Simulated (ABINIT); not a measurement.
# AlAs (F-43m): a self-consistent loop beyond G0W0, cycle by cycle, part 2 of 2

Wanted: G0W0 and self-consistent gaps of AlAs (F-43m), with the cost of the cycles.

ABINIT 10.8.3; PBE and many-body steps on it, plane waves. Known limits of the many-body steps: not at the basis limit; no spin-orbit coupling; coarse k mesh.

So far. Step 11 (QSGW, cycle 3): Against the cycle before, the gap moves by +0.061 eV.

## 14. QSGW, cycle 4

This step: QSGW on PBE, plane waves, norm-conserving pseudopotentials.

Contents of run.abi:

```
acell 3*1.0 Angstrom
rprim 
  0.000000000000 2.830400000000 2.830400000000
  2.830400000000 0.000000000000 2.830400000000
  2.830400000000 2.830400000000 -0.000000000000
ntypat 2
znucl 13 33
natom 2
typat 1 2
xred 
  0.000000000000 0.000000000000 0.000000000000
  0.250000000000 0.250000000000 0.250000000000
pp_dirpath "pseudos"
pseudos "Al.upf, As.upf"
ecut 44
ngkpt 4 4 4
nshiftk 1
shiftk 0 0 0
kptopt 1
chksymbreak 0
istwfk *1
occopt 1
irdwfk 1
optdriver 4
nband 86
gwcalctyp 28
ecutsigx 44
symsigma 0
nkptgw 8
kptgw 
  0.0000000000 0.0000000000 0.0000000000
  0.2500000000 0.0000000000 0.0000000000
  0.5000000000 0.0000000000 0.0000000000
  0.2500000000 0.2500000000 0.0000000000
  0.5000000000 0.2500000000 0.0000000000
  -0.2500000000 0.2500000000 0.0000000000
  0.5000000000 0.5000000000 0.0000000000
  -0.2500000000 0.5000000000 0.2500000000
bdgw 
  11 20
  11 20
  11 20
  11 20
  11 20
  11 20
  11 20
  11 20
ecuteps 5
irdscr 1
ppmodel 1
irdqps 1
rhoqpmix 0.3
indata_prefix "in"
outdata_prefix "out"
tmpdata_prefix "tmp"
```

The run is started by

```sh
$ OMP_NUM_THREADS=1 mpirun -n 4 abinit run.abi > log
```

It took 81 s on 4 MPI ranks of Arm Neoverse V2, shared host; peak memory 1.2 GiB.

Numbers from this step:

```yaml
quasiparticle_gap_on_the_mesh: 2.115 eV
gap_of_the_density_functional_on_the_mesh: 1.436 eV
k_of_the_valence_top: 0, 0, 0
k_of_the_conduction_bottom: 0.5, 0.5, 0
least_direct_quasiparticle_gap_on_the_computed_points: 3.046 eV
```

Against the cycle before, the gap moves by +0.027 eV.

## 15. Screening, 4×4×4 mesh, 86 bands, screening to 136.1 eV

This step: RPA screening on PBE, plane waves, norm-conserving pseudopotentials.

Contents of run.abi:

```
acell 3*1.0 Angstrom
rprim 
  0.000000000000 2.830400000000 2.830400000000
  2.830400000000 0.000000000000 2.830400000000
  2.830400000000 2.830400000000 -0.000000000000
ntypat 2
znucl 13 33
natom 2
typat 1 2
xred 
  0.000000000000 0.000000000000 0.000000000000
  0.250000000000 0.250000000000 0.250000000000
pp_dirpath "pseudos"
pseudos "Al.upf, As.upf"
ecut 44
ngkpt 4 4 4
nshiftk 1
shiftk 0 0 0
kptopt 1
chksymbreak 0
istwfk *1
occopt 1
irdwfk 1
optdriver 3
nband 86
ecuteps 5
inclvkb 2
awtr 1
symchi 1
gwcalctyp 28
mbpt_sciss 1.004 eV
nqptdm 1
qptdm 
  0 0 0
indata_prefix "in"
outdata_prefix "out"
tmpdata_prefix "tmp"
```

It took 5.2 s on 4 MPI ranks; peak memory 0.56 GiB; 20 s of CPU time.

This step gave:

```yaml
eps_infinity_with_local_fields_on_this_mesh_along_the_program_s_q_direction: 11.43
the_same_without_local_fields: 12.68
plasma_frequency: 28.12 eV
plane_waves_in_the_screening_matrix: 169
```

This screening uses the functional's bands under a rigid shift, the mean opening of the cycle before.

## 16. Screening, 4×4×4 mesh, 86 bands, screening to 136.1 eV

This step: RPA screening on PBE from quasiparticle energies and orbitals, plane waves, norm-conserving pseudopotentials.

run.abi: that of step 15 with these lines changed.

```diff
@@ -29,7 +29,13 @@
 symchi 1
+irdqps 1
 gwcalctyp 28
-mbpt_sciss 1.004 eV
-nqptdm 1
+nqptdm 7
 qptdm 
-  0 0 0
+  0.2500000000 0.0000000000 0.0000000000
+  0.5000000000 0.0000000000 0.0000000000
+  0.2500000000 0.2500000000 0.0000000000
+  0.5000000000 0.2500000000 0.0000000000
+  -0.2500000000 0.2500000000 0.0000000000
+  0.5000000000 0.5000000000 0.0000000000
+  -0.2500000000 0.5000000000 0.2500000000
 indata_prefix "in"
```

Contents of mrgscr.stdin:

```
2
merged
q0_SCR
out_SCR
1
```

The run is started by

```sh
$ OMP_NUM_THREADS=1 mpirun -n 4 abinit run.abi > log; mrgscr < mrgscr.stdin
```

Wall time 16 s (4 MPI ranks); peak memory 0.77 GiB.

This step gave:

```
plasma frequency                    : 28.12 eV
plane waves in the screening matrix : 169
```

This screening reads the quasiparticle levels of the cycle before.

## 17. QSGW, cycle 5

This step: QSGW on PBE, plane waves, norm-conserving pseudopotentials.

run.abi: that of step 16 with these lines changed.

```diff
@@ -23,12 +23,10 @@
 irdwfk 1
-optdriver 3
+optdriver 4
 nband 86
-ecuteps 5
-inclvkb 2
-awtr 1
-symchi 1
-irdqps 1
 gwcalctyp 28
-nqptdm 7
-qptdm 
+ecutsigx 44
+symsigma 0
+nkptgw 8
+kptgw 
+  0.0000000000 0.0000000000 0.0000000000
   0.2500000000 0.0000000000 0.0000000000
@@ -40,2 +38,16 @@
   -0.2500000000 0.5000000000 0.2500000000
+bdgw 
+  11 20
+  11 20
+  11 20
+  11 20
+  11 20
+  11 20
+  11 20
+  11 20
+ecuteps 5
+irdscr 1
+ppmodel 1
+irdqps 1
+rhoqpmix 0.3
 indata_prefix "in"
```

The run is started by

```sh
$ OMP_NUM_THREADS=1 mpirun -n 4 abinit run.abi > log
```

It took 81 s on 4 MPI ranks; peak memory 1.2 GiB.

This step gave:

```
quasiparticle gap on the mesh                         : 2.128 eV
gap of the density functional on the mesh             : 1.436 eV
k of the valence top                                  : 0, 0, 0
k of the conduction bottom                            : 0.5, 0.5, 0
least direct quasiparticle gap on the computed points : 3.058 eV
```

Against the cycle before, the gap moves by +0.013 eV.

## 18. Side by side

Times are wall times on 4 MPI ranks of Arm Neoverse V2, shared host, good to a factor of about two. A run's time includes the screening step that it read.

```csv
run,mesh,bands,screening cutoff (eV),DFT gap (eV),gap on the mesh (eV),direct (eV),ε∞ used,time
G0W0,4×4×4,86,136.1,1.436,1.863,2.769,14.21,25 s
"QSGW, cycle 1",4×4×4,86,136.1,1.436,1.983,2.964,14.21,100 s
"QSGW, cycle 2",4×4×4,86,136.1,1.436,2.027,2.978,11.64,1.7 min
"QSGW, cycle 3",4×4×4,86,136.1,1.436,2.088,3.024,11.57,1.7 min
"QSGW, cycle 4",4×4×4,86,136.1,1.436,2.115,3.046,11.48,1.7 min
"QSGW, cycle 5",4×4×4,86,136.1,1.436,2.128,3.058,11.43,1.7 min
```

## 19. Results

```json
{
 "G0W0": "1.863 eV",
 "QSGW, cycle 1": "1.983 eV",
 "QSGW, cycle 2": "2.027 eV",
 "QSGW, cycle 3": "2.088 eV",
 "QSGW, cycle 4": "2.115 eV",
 "QSGW, cycle 5": "2.128 eV",
 "known limits": "not at the basis limit; no spin-orbit coupling; coarse k mesh"
}
```

**Reading.** Only the bands that the input lists are updated; the others, empty or deep, keep the functional's energies or take a rigid shift. QSGW ends at 2.13 eV, +0.26 eV from G0W0, after 5 cycles that took 8.2 min beside the first screening; the last moved the gap by 0.013 eV. Against experiment, by QSGW, cycle 5: the direct gap of 3.06 eV lies +0.04 eV from the measured 3.018 eV (direct, 300 K, quoted 2023). An exciton line or allowed optical edge lies below the quasiparticle gap by the binding energy; a forbidden edge can push the onset above it. These are gaps on the mesh, at modest bands and cutoff. The calculation has static nuclei and no excitons; a measured gap holds zero-point and thermal motion, which mostly lowers it. Bands and cutoff are finite, so the gap is not at the basis limit. The miss can reach some tenths of an eV and take either sign; the mesh is an error of its own. The 4×4×4 mesh is coarse for this cell, which bears on the long-range parts of exchange and screening. In the updated screening the q = 0 part is built from Kohn-Sham bands under a rigid shift, the other q from the quasiparticle levels. The many-body steps are scalar-relativistic: spin-orbit coupling is not in them.

[Paths, hosts, dates, memory and timing lines, banners, echoed tables and standing remarks are left out of the program output.]

[Logs are printed without paths, hosts, clocks, repeated set-up lines and the standing remarks that a program may print on its own settings, such as how far it seeks lower states.]

[Runs of the session that timed out or met a known fault of the program may be left out.]

[Hosts, paths, dates, database ids (printed as entryN), source tags and the programs' standing remarks are cut or masked in the printed files.]

[G0W0 gaps are taken among the corrected bands and points alone; a level outside them can change the order at an edge.]

[Where Ansatz stands beside ABINIT at settings called matched, ABINIT's density can come from a denser mesh and the files from another edition; pairs whose starting gaps differed by over 0.03 eV were left out, so agreement reads better than it is.]
